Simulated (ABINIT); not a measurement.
# Zr (P6_3/mmc) in ABINIT: equation of state

Aim: energy against volume of Zr in PBEsol, for its equilibrium volume and stiffness.

All numbers are computed with ABINIT 10.8.3 (patched build); they aren't measurements. Logs are shortened: lines on timing, memory, paths and dates and some standing lists are left out, and cuts for length are marked. The log counts tension as positive stress, the text compression.

### 1 Starting point

It takes space group P6_3/mmc (No. 194, hexagonal). Conventional cell: a = 3.232 Å, b = 3.232 Å, c = 5.147 Å, α = 90.00°, β = 90.00°, γ = 120.00°. Around Zr (site symmetry -6m2) lie 12 Zr at 3.18 to 3.23 Å.

### 2 Equation of state, PBEsol

The input, run.abi:

```
# Datasets: one volume each
ndtset 7
getwfk -1
scalecart1 3*0.9795861087
scalecart2 3*0.9864848297
scalecart3 3*0.9932883884
scalecart4 3*1.0000000000
scalecart5 3*1.0066227096
scalecart6 3*1.0131594038
scalecart7 3*1.0196128224

# Pseudopotentials
pp_dirpath "./"
pseudos "Zr.upf"

# Structure
acell 6.1075948348 6.1075948347 9.7264203634
rprim
     1.0000000000     0.0000000000     0.0000000000
    -0.5000000000     0.8660254038     0.0000000000
     0.0000000000     0.0000000000     1.0000000000
ntypat 1
znucl 40
natom 2
typat 1 1
xred
     0.6666666667     0.3333333333     0.7500000000
     0.3333333333     0.6666666667     0.2500000000

# Plane-wave basis
ecut 897.975746 eV

# k points
kptopt 1
ngkpt 9 9 5
nshiftk 1
shiftk 0.0 0.0 0.0

# Exchange and correlation
ixc -116133

# Bands and occupations
nband 16
occopt 3
tsmear 0.05 eV

# SCF cycle
nstep 100
tolvrs 1.0e-10

# Output
iomode 3
prtwf 1
prtden 0
prteig 0
prtebands 0
```

Potentials or basis: PseudoDojo NC SR PBEsol v0.4.1 standard.

The run is started by

```sh
$ abinit run.abi > log 2>&1
```

run.abo:

```text
.Version 10.8.3 of ABINIT
 DATASET    1 : space group P6_3/m m c (#194); Bravais hP (primitive hexag.)
================================================================================
 Values of the parameters that define the memory need for DATASET  1.
     intxc =       0    ionmov =       0      iscf =       7    lmnmax =       6
     lnmax =       6     mgfft =      50  mpssoang =       3    mqgrid =    3001
     natom =       2  nloc_mem =       1    nspden =       1   nspinor =       1
    nsppol =       1      nsym =      24    n1xccc =    2501    ntypat =       1
    occopt =       3   xclevel =       2
       mpw =        2691          nfft =       51200          nkpt =          36
================================================================================
================================================================================
[... 61 lines left out ...]
 DATASET    7 : space group P6_3/m m c (#194); Bravais hP (primitive hexag.)
================================================================================
 Values of the parameters that define the memory need for DATASET  7.
     intxc =       0    ionmov =       0      iscf =       7    lmnmax =       6
     lnmax =       6     mgfft =      54  mpssoang =       3    mqgrid =    3001
     natom =       2  nloc_mem =       1    nspden =       1   nspinor =       1
    nsppol =       1      nsym =      24    n1xccc =    2501    ntypat =       1
    occopt =       3   xclevel =       2
       mpw =        3042          nfft =       69984          nkpt =          36
================================================================================
================================================================================

--------------------------------------------------------------------------------
------------- Echo of variables that govern the present computation ------------
--------------------------------------------------------------------------------
 -outvars: echo values of preprocessed input variables --------
            acell      6.1075948348E+00  6.1075948347E+00  9.7264203634E+00 Bohr
              amu      9.12240000E+01
             ecut      3.30000000E+01 Hartree
           getwfk          -1
              ixc     -116133
           jdtset        1    2    3    4    5    6    7
         kptrlatt        9    0    0      0    9    0      0    0    5
          kptrlen1     4.76393314E+01
          kptrlen2     4.79748307E+01
          kptrlen3     4.83057020E+01
          kptrlen4     4.86321018E+01
          kptrlen5     4.89541781E+01
          kptrlen6     4.92720713E+01
          kptrlen7     4.95859146E+01
            natom           2
            nband          16
           ndtset           7
            ngfft1         32      32      50
            ngfft2         32      32      50
            ngfft3         32      32      50
            ngfft4         32      32      54
            ngfft5         32      32      54
            ngfft6         36      36      54
            ngfft7         36      36      54
             nkpt          36
            nstep         100
             nsym          24
           ntypat           1
           occopt           3
           prtden           0
        prtebands           0
           prteig           0
            rprim1     9.7958610870E-01  0.0000000000E+00  0.0000000000E+00
                      -4.8979305435E-01  8.4834645534E-01  0.0000000000E+00
                       0.0000000000E+00  0.0000000000E+00  9.7958610870E-01
            rprim2     9.8648482970E-01  0.0000000000E+00  0.0000000000E+00
                      -4.9324241485E-01  8.5432092298E-01  0.0000000000E+00
                       0.0000000000E+00  0.0000000000E+00  9.8648482970E-01
            rprim3     9.9328838840E-01  0.0000000000E+00  0.0000000000E+00
                      -4.9664419420E-01  8.6021297765E-01  0.0000000000E+00
                       0.0000000000E+00  0.0000000000E+00  9.9328838840E-01
            rprim4     1.0000000000E+00  0.0000000000E+00  0.0000000000E+00
                      -5.0000000000E-01  8.6602540380E-01  0.0000000000E+00
                       0.0000000000E+00  0.0000000000E+00  1.0000000000E+00
            rprim5     1.0066227096E+00  0.0000000000E+00  0.0000000000E+00
                      -5.0331135480E-01  8.7176083856E-01  0.0000000000E+00
                       0.0000000000E+00  0.0000000000E+00  1.0066227096E+00
            rprim6     1.0131594038E+00  0.0000000000E+00  0.0000000000E+00
                      -5.0657970190E-01  8.7742178179E-01  0.0000000000E+00
                       0.0000000000E+00  0.0000000000E+00  1.0131594038E+00
            rprim7     1.0196128224E+00  0.0000000000E+00  0.0000000000E+00
                      -5.0980641120E-01  8.8301060624E-01  0.0000000000E+00
                       0.0000000000E+00  0.0000000000E+00  1.0196128224E+00
          spgroup         194
           tolvrs      1.00000000E-10
           tsmear      1.83746611E-03 Hartree
            typat      1  1
           xangst1     1.5830111506E+00  9.1395191392E-01  3.7814472735E+00
                       1.7279239671E-11  1.8279038278E+00  1.2604824245E+00
           xangst2     1.5941594837E+00  9.2038840706E-01  3.8080780612E+00
                       1.7400928595E-11  1.8407768141E+00  1.2693593537E+00
           xangst3     1.6051540346E+00  9.2673611395E-01  3.8343414987E+00
                       1.7520855044E-11  1.8534722279E+00  1.2781138329E+00
           xangst4     1.6159999989E+00  9.3299803438E-01  3.8602499974E+00
                       1.7639293187E-11  1.8659960688E+00  1.2867499991E+00
           xangst5     1.6267022976E+00  9.3917700942E-01  3.8858153121E+00
                       1.7756164687E-11  1.8783540188E+00  1.2952717707E+00
           xangst6     1.6372655954E+00  9.4527573226E-01  3.9110485858E+00
                       1.7871312876E-11  1.8905514645E+00  1.3036828619E+00
           xangst7     1.6476943199E+00  9.5129675913E-01  3.9359603950E+00
                       1.7985129423E-11  1.9025935183E+00  1.3119867983E+00
            xcart1     2.9914575289E+00  1.7271188096E+00  7.1458997065E+00
                       3.2653030642E-11  3.4542376191E+00  2.3819665688E+00
            xcart2     3.0125248253E+00  1.7392820188E+00  7.1962246018E+00
                       3.2882989381E-11  3.4785640376E+00  2.3987415339E+00
            xcart3     3.0333015152E+00  1.7512774464E+00  7.2458553057E+00
                       3.3109617525E-11  3.5025548927E+00  2.4152851019E+00
            xcart4     3.0537974174E+00  1.7631107610E+00  7.2948152726E+00
                       3.3333433177E-11  3.5262215220E+00  2.4316050908E+00
            xcart5     3.0740218309E+00  1.7747873316E+00  7.3431267157E+00
                       3.3554288305E-11  3.5495746631E+00  2.4477089052E+00
            xcart6     3.0939835708E+00  1.7863122474E+00  7.3908106924E+00
                       3.3771886847E-11  3.5726244949E+00  2.4636035641E+00
            xcart7     3.1136910038E+00  1.7976903392E+00  7.4378871889E+00
                       3.3986968949E-11  3.5953806784E+00  2.4792957296E+00
             xred      6.6666666667E-01  3.3333333333E-01  7.5000000000E-01
                       3.3333333333E-01  6.6666666667E-01  2.5000000000E-01
            znucl       40.00000

================================================================================

 chkinp: Checking input parameters for consistency, jdtset=   1.

 chkinp: Checking input parameters for consistency, jdtset=   2.
[... 29 lines left out ...]
 getcut: wavevector=  0.0000  0.0000  0.0000  ngfft=  32  32  50
         ecut(hartree)=     33.000   => boxcut(ratio)=   2.02933

--- Pseudopotential description ------------------------------------------------
- pspini: atom type   1  psp file is ./Zr.upf
12 -116133 2 -1 1604                          pspcod,pspxc,lmax,lloc,mmax
     nproj     2     2     2

   9.06600273E+02                                ecore*ucvol(ha*bohr**3)
--------------------------------------------------------------------------------

================================================================================

--- !BeginCycle
iteration_state: {dtset: 1, }
solver: {iscf: 7, nstep: 100, nline: 4, wfoptalg: 0, }
tolerances: {tolvrs: 1.00E-10, }
...
[... 997 lines left out ...]
-Cartesian components of stress tensor (GPa)         [Pressure= -7.9176E+00 GPa]
- sigma(1 1)=  8.03818507E+00  sigma(3 2)=  0.00000000E+00
- sigma(2 2)=  8.03818506E+00  sigma(3 1)=  0.00000000E+00
- sigma(3 3)=  7.67648103E+00  sigma(2 1)= -2.34883714E-09

== END DATASET(S) ==============================================================
================================================================================

 -outvars: echo values of variables after computation  --------
            acell      6.1075948348E+00  6.1075948347E+00  9.7264203634E+00 Bohr
           etotal1    -1.0119380362E+02
           etotal2    -1.0119419006E+02
           etotal3    -1.0119412222E+02
           etotal4    -1.0119363823E+02
           etotal5    -1.0119277297E+02
           etotal6    -1.0119155780E+02
           etotal7    -1.0119002243E+02
            fcart1    -1.1251393331E-29  1.9487984905E-29 -0.0000000000E+00
                       1.1251393331E-29 -1.9487984905E-29 -0.0000000000E+00
            fcart2     1.1172709684E-29 -1.9351700832E-29 -0.0000000000E+00
                      -1.1172709684E-29  1.9351700832E-29 -0.0000000000E+00
            fcart3    -4.4384727493E-29 -2.3062980929E-28 -0.0000000000E+00
                       4.4384727493E-29  2.3062980929E-28 -0.0000000000E+00
            fcart4     0.0000000000E+00  2.5453545732E-29  1.0813994265E-31
                       0.0000000000E+00 -2.5453545732E-29 -1.0813994265E-31
            fcart5     2.1898390539E-29  6.3215208363E-29 -2.1485695012E-31
                      -2.1898390539E-29 -6.3215208363E-29  2.1485695012E-31
[... 38 lines left out ...]
                       0.0000000000E+00  0.0000000000E+00 -7.9835351619E-14
           xangst1     1.5830111506E+00  9.1395191392E-01  3.7814472735E+00
                       1.7279239671E-11  1.8279038278E+00  1.2604824245E+00
           xangst2     1.5941594837E+00  9.2038840706E-01  3.8080780612E+00
                       1.7400928595E-11  1.8407768141E+00  1.2693593537E+00
           xangst3     1.6051540346E+00  9.2673611395E-01  3.8343414987E+00
                       1.7520855044E-11  1.8534722279E+00  1.2781138329E+00
           xangst4     1.6159999989E+00  9.3299803438E-01  3.8602499974E+00
                       1.7639293187E-11  1.8659960688E+00  1.2867499991E+00
           xangst5     1.6267022976E+00  9.3917700942E-01  3.8858153121E+00
                       1.7756164687E-11  1.8783540188E+00  1.2952717707E+00
           xangst6     1.6372655954E+00  9.4527573226E-01  3.9110485858E+00
                       1.7871312876E-11  1.8905514645E+00  1.3036828619E+00
           xangst7     1.6476943199E+00  9.5129675913E-01  3.9359603950E+00
                       1.7985129423E-11  1.9025935183E+00  1.3119867983E+00
             xred      6.6666666667E-01  3.3333333333E-01  7.5000000000E-01
                       3.3333333333E-01  6.6666666667E-01  2.5000000000E-01
 Calculation completed.
```

Run time: 4.1 min. Hardware: 1 thread of Arm Neoverse V1, shared host; peak memory 0.13 GiB.

Results:

- Equilibrium volume: 22.51 Å³/atom
- Bulk modulus at fixed shape and positions: 100 GPa
- Pressure derivative of the bulk modulus: 3.2

Energy against volume, from the lowest point:
| volume (Å³/atom) | energy (meV/atom) |
| --- | --- |
| 21.884 | 5.26 |
| 22.350 | 0.00 |
| 22.815 | 0.92 |
| 23.281 | 7.51 |
| 23.746 | 19.28 |
| 24.212 | 35.81 |
| 24.678 | 56.70 |

Caveat: pressures at fixed basis lie under the slope of the energies; the cell was scaled at fixed shape and fractional positions, which overstates the stiffness of a crystal with free parameters, most of all of layers and chains.
